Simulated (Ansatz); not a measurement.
SrO: all-electron results

```xyz
4
Lattice="4.2902 0.0000 0.0000 -2.1451 3.7154 0.0000 0.0000 0.0000 5.1845" Properties=species:S:1:pos:R:3 pbc="T T T"
Sr    0.0000    2.4769   -0.3215
Sr    2.1451    1.2385    2.2708
O     0.0000    2.4769    2.2709
O     2.1451    1.2385    4.8631
```

Atoms are numbered in the order listed.

The structure comes from a relaxation in the same program, started in the wurtzite type, and has space group P6_3/mmc. Whether it is a known phase or the ground state wasn't checked. The relaxation left the symmetry of that type.

All numbers are computed: DFT, PBE, all-electron LAPW, scalar-relativistic (Ansatz 0.2.0); DFT, PBE, PAW with Ansatz's default frozen-core files, scalar-relativistic (Ansatz 0.2.0); DFT, PBE, all-electron PAW with datasets made for the crystal, scalar-relativistic (Ansatz 0.2.0).

For LAPW: a Γ-centred 12×12×7 k mesh, Fermi–Dirac smearing of 0.05 eV, basis error target 1 meV/atom, no spin polarisation. PAW takes a cutoff of 420 eV at this cell. The crystal-made all-electron datasets (AE datasets) take a cutoff of 260 eV at this cell. The Ansatz runs share mesh, smearing and spin set-up. Values come from LAPW unless marked.

Spin–orbit coupling is left out, which moves gradients at and beside heavy atoms by some per cent and at worst by a factor of two.

```yaml
Pressure_at_this_cell: 0.1 kbar
Volume_per_atom: 139.4 bohr³
```

Question: Band gap: what does the calculation give?

Answer: 2.61 eV, direct at Γ.

Question: Predict this quantity. Bader charges (from the PAW run).

Answer: Sr1 +1.49, O3 -1.49 e.

Question: Field gradients Vzz (crystal-made datasets): what does the calculation give?

Answer: Sr1 -1.25 (η = 0.00), O3 -0.43 (η = 0.00) in 10²¹ V/m².

Question: Give the computed value. Löwdin charges (with 0.63 e of the cell spilling out of the atomic basis, so their sizes and signs hang on that basis).

Answer: Sr1 1.67, O3 -1.35 e.
